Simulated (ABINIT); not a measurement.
The system is BaH2.

```
Ba H
1.0
     4.46203    0.00000    0.00000
    -2.23101    3.86423    0.00000
     0.00000    0.00000    6.05529
Ba H
2 4
Direct
  0.33333 0.66667 0.25000
  0.66667 0.33333 0.75000
  0.00000 0.00000 0.00000
  0.00000 0.00000 0.50000
  0.66667 0.33333 0.25000
  0.33333 0.66667 0.75000
```

The cell comes from a database or a generator and needn't be the stable form of this composition.

| Item | Value |
| --- | --- |
| Program | ABINIT 10.8.3 (patched build) |
| Task | single point |
| Functional | PBEsol |
| Potentials or basis | PseudoDojo NC SR PBEsol v0.4.1 standard |
| Cutoff | 980 eV |
| k mesh | 7 × 7 × 5 |
| Occupations | fermi-dirac, width 0.05 eV |
| Spin | no spin polarisation |

On this cell: pressure -2.0 GPa; largest force under 0.003 eV/Å; band gap on the k mesh 1.70 eV, indirect (least direct gap 2.56 eV).

The same run follows on a disturbed copy (atoms moved at random, drawn with an rms of 0.05 Å):

```
Ba H
1.0
     4.46203    0.00000    0.00000
    -2.23101    3.86423    0.00000
     0.00000    0.00000    6.05529
Ba H
2 4
Direct
  0.33096 0.66817 0.25348
  0.66834 0.33550 0.75552
  0.99525 0.99406 0.99873
  0.99374 0.99517 0.49997
  0.66771 0.33421 0.25824
  0.32475 0.64893 0.74858
```

Q: What changes?

A: The energy moves by +1.7 meV/atom; pressure -2.0 GPa; largest force 0.199 eV/Å; band gap on the k mesh 1.69 eV, indirect (least direct gap 2.56 eV).

Forces in eV/Å, atoms in the order of the input:
```
Ba   0.052 -0.025  0.045
Ba  -0.019 -0.160 -0.099
H    0.006  0.001  0.039
H    0.012 -0.003  0.024
H   -0.044 -0.012 -0.026
H   -0.008  0.199  0.016
```

Stress tensor (GPa, compression positive):
```
-1.78  0.13  0.00
 0.13 -2.23  0.00
 0.00  0.00 -2.00
```

Caveats: this set's barium file shifts pressures by 1 GPa against other sets; this release of the barium file is off; spin-orbit coupling is left out, which moves the levels of the heavy elements; an odd mesh through Γ misses points on the zone boundary, where band edges often lie.
